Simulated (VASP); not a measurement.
# HgSe (F-43m) in VASP: notebook

One crystal, HgSe, is run at these levels: PBEsol; tasks: relaxation of cell and atoms, single point.

All numbers are computed with VASP 6.6.1; they aren't measurements. Logs are shortened: lines on timing, memory, paths and dates and some standing lists are left out, and cuts for length are marked.

## (1) Starting point

Symmetry: F-43m, No. 216, cubic system. The conventional cell has a = 6.078 Å, b = 6.078 Å, c = 6.078 Å, α = 90.00°, β = 90.00°, γ = 90.00°. Hg (site symmetry -43m) is surrounded by 4 Se at 2.63 Å. Se (site symmetry -43m) has 4 Hg at 2.63 Å as nearest neighbours.

## (2) Relaxation of cell and atoms, PBEsol

Input file INCAR:

```
SYSTEM = HgSe
PREC = Accurate
ENCUT = 600
EDIFF = 1E-6
ISMEAR = 0
SIGMA = 0.1
LREAL = .FALSE.
LASPH = .TRUE.
NELM = 100
ALGO = Fast
ISIF = 3
LWAVE = .FALSE.
LCHARG = .FALSE.
GGA = PS
IBRION = 2
NSW = 100
EDIFFG = -0.005
```

Input file KPOINTS:

```
Automatic mesh
0
G
  12 12 12
  0 0 0
```

Input file POSCAR:

```
HgSe
1.0
    0.0000000000      3.0390000000      3.0390000000
    3.0390000000      0.0000000000      3.0390000000
    3.0390000000      3.0390000000      0.0000000000
Hg Se
1 1
Direct
    0.0000000000      0.0000000000      0.0000000000
    0.2500000000      0.2500000000      0.2500000000
```

Potentials or basis: VASP PAW PBE potentials, release 64 (Hg, Se).

Run with:

```console
$ cat potpaw_PBE.64/Hg/POTCAR potpaw_PBE.64/Se/POTCAR > POTCAR
$ mpirun -np 1 vasp_std > vasp.out
```

OUTCAR:

```text
SYSTEM = HgSe
   PREC = Accurate
   ENCUT = 600
   EDIFF = 1E-6
   ISMEAR = 0
   LREAL = .FALSE.
   LASPH = .TRUE.
   NELM = 100
   ISIF = 3
   GGA = PS
   IBRION = 2
   NSW = 100
   EDIFFG = -0.005

 ion  position               nearest neighbor table
   1  0.000  0.000  0.000-   2 2.63   2 2.63   2 2.63   2 2.63
   2  0.250  0.250  0.250-   1 2.63   1 2.63   1 2.63   1 2.63

  LATTYP: Found a face centered cubic cell.
 ALAT       =     6.0780000000

  Lattice vectors:

 A1 = (   0.0000000000,   3.0390000000,   3.0390000000)
 A2 = (   3.0390000000,   0.0000000000,   3.0390000000)
 A3 = (   3.0390000000,   3.0390000000,   0.0000000000)

Analysis of symmetry for initial positions (statically):
=====================================================================
 Subroutine PRICEL returns:
 Original cell was already a primitive cell.

 Routine SETGRP: Setting up the symmetry group for a
 face centered cubic supercell.

 Subroutine GETGRP returns: Found 24 space group operations
 (whereof 24 operations were pure point group operations)
 out of a pool of 48 trial point group operations.

The static configuration has the point symmetry T_d .

Analysis of symmetry for dynamics (positions and initial velocities):
=====================================================================
 Subroutine PRICEL returns:
 Original cell was already a primitive cell.

 Routine SETGRP: Setting up the symmetry group for a
 face centered cubic supercell.

 Subroutine GETGRP returns: Found 24 space group operations
 (whereof 24 operations were pure point group operations)
 out of a pool of 48 trial point group operations.

The dynamic configuration has the point symmetry T_d .

 Subroutine INISYM returns: Found 24 space group operations
 (whereof 24 operations are pure point group operations),
 and found     1 'primitive' translations

----------------------------------------------------------------------------------------

                                     Primitive cell

  volume of cell :      56.1335

  direct lattice vectors                    reciprocal lattice vectors
     0.000000000  3.039000000  3.039000000    -0.164527805  0.164527805  0.164527805
     3.039000000  0.000000000  3.039000000     0.164527805 -0.164527805  0.164527805
     3.039000000  3.039000000  0.000000000     0.164527805  0.164527805 -0.164527805

  length of vectors
     4.297795016  4.297795016  4.297795016     0.284970518  0.284970518  0.284970518
[... 105 lines left out ...]
   LORBIT       =      0    0 simple, 1 ext, 2 COOP (PROOUT), +10 PAW based schemes
   GGA     = PS    functional components
   LHFCALC =     F    Hartree Fock is set to
   AEXX    =    0.0000 exact exchange contribution
   IVDW    =     0    specifies the selected vdW correction
   LEPSILON=     F    determine dielectric tensor
   LRPA    =     F    only Hartree local field effects (RPA)
 conjugate gradient relaxation of ions
 non-spin polarized calculation
 RMM-DIIS sequential band-by-band and
 Gauss-broadening in eV      SIGMA  =   0.10
  energy-cutoff  :      600.00
  volume of cell :       56.13
 maximum number of plane-waves:      1895
 NGX is ok and might be reduce to    36
   NGX = 17   NGY = 17   NGZ = 17

--------------------------------------- Ionic step        1  -------------------------------------------

 number of electron      17.9999998 magnetization

 Free energy of the ion-electron system (eV)
  ---------------------------------------------------
  ext. energy  EPLUGINS =         0.00000000
  ---------------------------------------------------
  free energy    TOTEN  =        -4.80005651 eV

  energy without entropy =       -4.79989865  energy(sigma->0) =       -4.79997758

------------------------ aborting loop because EDIFF is reached ----------------------------------------

  FORCE on cell =-STRESS in cart. coord.  units (eV):
  Direction    XX          YY          ZZ          XY          YZ          ZX
  --------------------------------------------------------------------------------------
  -------------------------------------------------------------------------------------
  Total        0.6511107      0.6511107      0.6511107      0.0000000      0.0000000      0.0000000
  in kB       18.5841777     18.5841777     18.5841777      0.0000000      0.0000000      0.0000000
  external PRESSURE =      18.5841777 kB  Pullay stress =       0.0000000 kB
[... 203 lines left out ...]
--------------------------------------- Ionic step        7  -------------------------------------------

 number of electron      17.9999999 magnetization

 Free energy of the ion-electron system (eV)
  ---------------------------------------------------
  ext. energy  EPLUGINS =         0.00000000
  ---------------------------------------------------
  free energy    TOTEN  =        -4.81065706 eV

  energy without entropy =       -4.81049532  energy(sigma->0) =       -4.81057619

 E-fermi :   1.3891     XC(G=0):  -9.1129

 val. band max:        1.3202771943   @ k =   0.0000   0.0000   0.0000
 cond. band min:       1.6437908976   @ k =   0.0833   0.0000   0.0000
 fundamental gap:      0.3235137033
 Fermi energy:         1.3890515463

 k-point     1 :       0.0000    0.0000    0.0000
  band No.  band energies     occupation
      1     -11.9590      2.00000
      2      -5.6720      2.00000
      3      -5.6720      2.00000
      4      -5.6720      2.00000
      5      -4.9714      2.00000
      6      -4.9714      2.00000
      7       0.2506      2.00000
      8       1.3203      1.66926
      9       1.3203      1.66926
     10       1.3203      1.66926
     11       6.7764      0.00000
     12       6.7764      0.00000
     13       6.7764      0.00000
[... 354 lines left out ...]
  band No.  band energies     occupation
      1     -11.4641      2.00000
      2      -5.4852      2.00000
      3      -5.4436      2.00000
      4      -4.9932      2.00000
      5      -4.9433      2.00000
      6      -4.6743      2.00000
      7      -3.8284      2.00000
      8      -0.6691      2.00000
      9       0.1704      2.00000
     10       3.4251      0.00000
     11       6.7253      0.00000
     12       8.0263      0.00000
     13       8.0973      0.00000

 [... further k-points ...]

------------------------ aborting loop because EDIFF is reached ----------------------------------------

  FORCE on cell =-STRESS in cart. coord.  units (eV):
  Direction    XX          YY          ZZ          XY          YZ          ZX
  --------------------------------------------------------------------------------------
  -------------------------------------------------------------------------------------
  Total        0.0003127      0.0003127      0.0003127     -0.0000000      0.0000000      0.0000000
  in kB        0.0086385      0.0086385      0.0086385     -0.0000000      0.0000000      0.0000000
  external PRESSURE =       0.0086385 kB  Pullay stress =       0.0000000 kB
[... 17 lines left out ...]
  FREE ENERGIE OF THE ION-ELECTRON SYSTEM (eV)
  ---------------------------------------------------
  free  energy   TOTEN  =        -4.8106570573 eV

  energy  without entropy=       -4.8104953191  energy(sigma->0) =       -4.81057619

 reached required accuracy - stopping structural energy minimisation
```

Wall time 1.9 min (1 thread of Intel Xeon 6975P-C (Granite Rapids), shared host); peak memory 0.26 GiB.

What came out:

```yaml
Free_energy: -4.8107 eV
Relaxed_volume: 29.00 Å³/atom
Relaxed_cell: a = 4.345 Å, b = 4.345 Å, c = 4.345 Å, α = 60.00°, β = 60.00°, γ = 60.00°
Space_group_after_relaxing_to_0.05_Å: F-43m (No. 216)
Energy_gained_by_relaxing: 5.3 meV/atom
Ionic_steps: 7
Pressure_after_relaxing: 0.0 GPa
Band_gap_on_the_k_mesh: none (metal or under the smearing width)
```

The path:
```csv
step,energy change (eV),largest force (eV/Å),pressure (GPa),volume (Å³)
1,0.0000,0.0000,1.86,56.13
2,-0.0089,0.0000,-0.68,58.82
3,-0.0106,0.0000,0.06,58.02
4,-0.0106,0.0000,-0.09,58.08
5,-0.0106,0.0000,0.07,57.95
6,-0.0106,0.0000,-0.05,58.03
7,-0.0106,0.0000,0.00,58.00
```

Final structure:
```
Hg Se
1.0
     0.00000    3.07226    3.07226
     3.07226    0.00000    3.07226
     3.07226    3.07226    0.00000
Hg Se
1 1
Direct
  0.00000 0.00000 0.00000
  0.25000 0.25000 0.25000
```

Caveat: the PAW data sets were made with another functional, which shifts forces and pressure a little. Zero-point motion and thermal expansion aren't in these numbers.

## (3) Single point, PBEsol

Input file INCAR:

```
PREC = Accurate ; ENCUT = 520
EDIFF = 1E-6 ; ISMEAR = 0
SIGMA = 0.1 ; LREAL = False
LASPH = True ; NELM = 100
ALGO = Normal ; ISIF = 2
LWAVE = False ; LCHARG = True
GGA = PS ; LELF = True
LVHAR = True ; NBANDS = 16
```

Input file KPOINTS:

```
regular mesh
0
Gamma
  6 6 6
```

POSCAR is that of step 2.

Potentials or basis: VASP PAW PBE potentials, release 64 (Hg, Se).

Run with:

```console
$ cat potpaw_PBE.64/Hg/POTCAR potpaw_PBE.64/Se/POTCAR > POTCAR
$ mpirun -np 1 vasp_std > vasp.out
```

It took 11 s on 1 thread of Intel Xeon 6975P-C (Granite Rapids), shared host; peak memory 0.17 GiB.

Results (log left out):

```
Free energy            : -4.7914 eV
Pressure               : 1.9 GPa
Band gap on the k mesh : none (metal or under the smearing width)
```

Levels at points of the mesh, in eV from the Fermi level:
| k point | band 6 | band 7 | band 8 | band 9 | band 10 | band 11 | band 12 | band 13 |
| --- | --- | --- | --- | --- | --- | --- | --- | --- |
| (0.00, 0.00, 0.00) | -6.47 | -1.06 | -0.03 | -0.03 | -0.03 | 5.38 | 5.38 | 5.38 |
| (0.50, 0.00, 0.00) | -6.14 | -5.62 | -1.02 | -1.02 | 1.00 | 6.14 | 6.14 | 6.86 |
| (0.50, 0.50, 0.00) | -6.10 | -5.18 | -2.37 | -2.37 | 2.69 | 2.83 | 8.31 | 9.75 |

Caveat: the PAW data sets were made with another functional, which shifts forces and pressure a little.
